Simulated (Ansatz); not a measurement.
## Phonon dispersion of CdSe

The calculation used Ansatz 0.2.0, DFT PBE, scalar-relativistic, plane waves, PAW. Plane waves to 420 eV; Γ-centred k mesh 4×6×4; fixed occupations. No spin polarisation. Phonons by linear response, acoustic sum rule imposed.

Relaxed structure:
```
Cd Se
1.0
     8.16504    0.00000    0.00000
     0.00000    4.50728    0.00000
     0.00000    0.00000    7.47857
Cd Se
4 4
Cartesian
  6.8654 3.3805 2.9837
  5.3822 1.1268 6.7230
  2.7829 3.3805 0.7555
  1.2996 1.1268 4.4948
  6.7139 1.1268 4.4568
  5.5337 3.3805 0.7175
  2.6313 1.1268 6.7610
  1.4512 3.3805 3.0217
```

It was reached by relaxing an invented guess, and it needn't be the stable form of this composition. The q mesh is coarse, so values between its points are rough. The run warned that its linear response isn't converged on this k mesh, so dielectric tensors, Born charges and infrared intensities are rough, and the frequencies may be too. Modes under 40 cm⁻¹ are poorly fixed.

Force constants from linear response on a 1×2×1 q mesh.

Path: Γ–X–S–Y–Γ–Z–U–R–T–Z | X–U | Y–T | S–R. Only the points of the 1×2×1 mesh were computed; the rest is interpolation, which is rough on so few points. On the mesh no mode is imaginary. Distance along the path (Å⁻¹), then the branches (cm⁻¹, negative for imaginary; the LO field is included):
```
0.000  0 0 0 23 29 45 47 48 63 72 109 116 122 140 142 146 154 158 160 168 179 192 200 204
0.096  6 8 10 24 28 45 47 48 62 70 109 118 121 140 142 145 154 158 161 168 181 192 199 204
0.192  11 15 19 27 28 45 47 47 60 66 109 120 122 140 141 142 155 157 162 168 184 194 197 202
0.289  16 20 22 24 37 46 47 47 56 59 111 117 127 137 140 142 155 156 164 167 187 195 196 201
0.385  20 20 22 22 45 45 46 46 54 54 114 114 132 132 141 141 155 155 165 165 191 191 198 198
0.559  -12 -12 37 37 46 46 50 50 61 61 113 113 130 130 137 137 162 162 164 164 191 191 198 198
0.733  -18 -18 43 43 50 50 58 58 80 80 113 113 126 126 135 135 161 161 168 168 192 192 198 198
0.907  13 13 43 43 51 51 59 59 99 99 113 113 125 125 134 134 159 159 168 168 193 193 196 196
1.082  34 34 34 34 54 54 54 54 110 110 110 110 129 129 129 129 163 163 163 163 195 195 195 195
1.178  34 34 36 36 52 52 55 55 105 105 116 116 127 127 130 130 163 163 164 164 192 192 197 197
1.274  35 35 38 38 49 49 56 56 100 100 121 121 125 125 132 132 164 164 164 164 188 188 199 199
1.370  38 38 39 39 46 46 58 58 97 97 123 123 124 124 132 132 165 165 166 166 185 185 200 200
1.466  39 39 40 40 45 45 58 58 96 96 123 123 125 125 132 132 165 165 166 166 184 184 200 200
1.641  27 33 35 35 48 57 58 63 81 103 112 117 124 127 131 140 158 163 170 175 182 186 196 202
1.815  7 25 28 32 53 58 58 62 63 93 108 112 121 127 134 143 159 162 168 180 183 188 191 203
1.989  -8 13 20 34 35 50 51 52 63 77 110 111 121 127 139 145 161 163 165 179 185 188 191 204
2.163  0 0 0 23 29 45 47 48 63 72 109 113 122 128 142 146 158 160 168 179 182 190 192 204
2.216  3 6 10 24 29 45 47 48 62 74 109 112 121 128 144 146 154 158 160 168 182 192 204 208
2.321  9 17 26 28 31 45 46 48 58 80 107 110 120 126 143 144 155 159 160 168 185 193 203 207
2.426  14 26 27 32 43 46 48 48 54 90 98 112 118 120 142 142 156 159 160 166 190 195 202 205
2.531  19 22 36 37 40 45 47 48 68 84 100 111 114 116 142 142 157 158 162 164 195 198 199 202
2.632  21 21 37 37 41 41 47 47 77 77 105 105 116 116 142 142 157 157 163 163 196 196 201 201
2.728  21 21 36 36 39 39 47 47 79 79 102 102 119 119 143 143 157 157 163 163 191 191 204 204
2.824  22 22 34 34 36 36 47 47 84 84 98 98 122 122 144 144 157 157 163 163 187 187 206 206
2.920  22 22 33 33 34 34 47 47 88 88 95 95 123 123 145 145 157 157 163 163 185 185 207 207
3.055  22 22 32 32 36 36 50 50 88 88 95 95 124 124 143 143 158 158 164 164 185 185 207 207
3.230  19 19 35 35 49 49 60 60 89 89 98 98 123 123 136 136 162 162 168 168 186 186 203 203
3.404  18 18 40 40 56 56 56 56 102 102 108 108 123 123 130 130 164 164 166 166 189 189 199 199
3.578  28 28 41 41 50 50 54 54 113 113 115 115 126 126 127 127 163 163 163 163 192 192 195 195
3.713  34 34 35 35 50 50 53 53 113 113 116 116 126 126 128 128 162 162 163 163 193 193 195 195
3.810  32 32 37 37 49 49 56 56 109 109 118 118 124 124 132 132 161 161 164 164 191 191 197 197
3.906  32 32 38 38 48 48 58 58 105 105 120 120 123 123 134 134 161 161 166 166 189 189 198 198
4.002  31 31 39 39 47 47 60 60 102 102 120 120 123 123 136 136 160 160 166 166 188 188 198 198
4.137  30 30 40 40 46 46 62 62 101 101 119 119 122 122 136 136 161 161 167 167 188 188 198 198
4.311  27 27 44 44 45 45 67 67 92 92 111 111 117 117 135 135 166 166 166 166 189 189 198 198
4.486  28 28 41 41 43 43 66 66 78 78 105 105 115 115 138 138 163 163 166 166 194 194 198 198
4.660  24 24 37 37 40 40 52 52 76 76 106 106 115 115 141 141 158 158 164 164 197 197 200 200
4.747  20 20 22 22 45 45 46 46 54 54 114 114 132 132 141 141 155 155 165 165 191 191 198 198
4.852  20 20 24 24 44 44 46 46 57 57 113 113 129 129 144 144 156 156 165 165 188 188 202 202
4.957  21 21 27 27 40 40 46 46 66 66 110 110 125 125 146 146 156 156 164 164 185 185 205 205
5.062  22 22 30 30 36 36 47 47 78 78 103 103 124 124 146 146 157 157 164 164 184 184 207 207
5.167  22 22 33 33 33 33 47 47 88 88 94 94 124 124 145 145 157 157 163 163 185 185 207 207
5.220  38 38 41 41 44 44 58 58 96 96 123 123 125 125 133 133 165 165 166 166 184 184 200 200
5.325  35 35 42 42 44 44 60 60 97 97 122 122 124 124 134 134 164 164 167 167 185 185 199 199
5.430  33 33 40 40 46 46 60 60 100 100 121 121 124 124 135 135 162 162 167 167 186 186 199 199
5.535  32 32 40 40 47 47 60 60 102 102 120 120 123 123 136 136 160 160 166 166 187 187 198 198
5.587  34 34 34 34 54 54 54 54 110 110 110 110 129 129 129 129 163 163 163 163 195 195 195 195
5.692  34 34 34 34 53 53 53 53 111 111 111 111 129 129 129 129 163 163 163 163 194 194 194 194
5.797  34 34 34 34 53 53 53 53 113 113 113 113 128 128 128 128 163 163 163 163 194 194 194 194
5.902  34 34 34 34 52 52 52 52 114 114 114 114 127 127 127 127 163 163 163 163 194 194 194 194
6.007  34 34 34 34 52 52 52 52 115 115 115 115 127 127 127 127 163 163 163 163 194 194 194 194
```
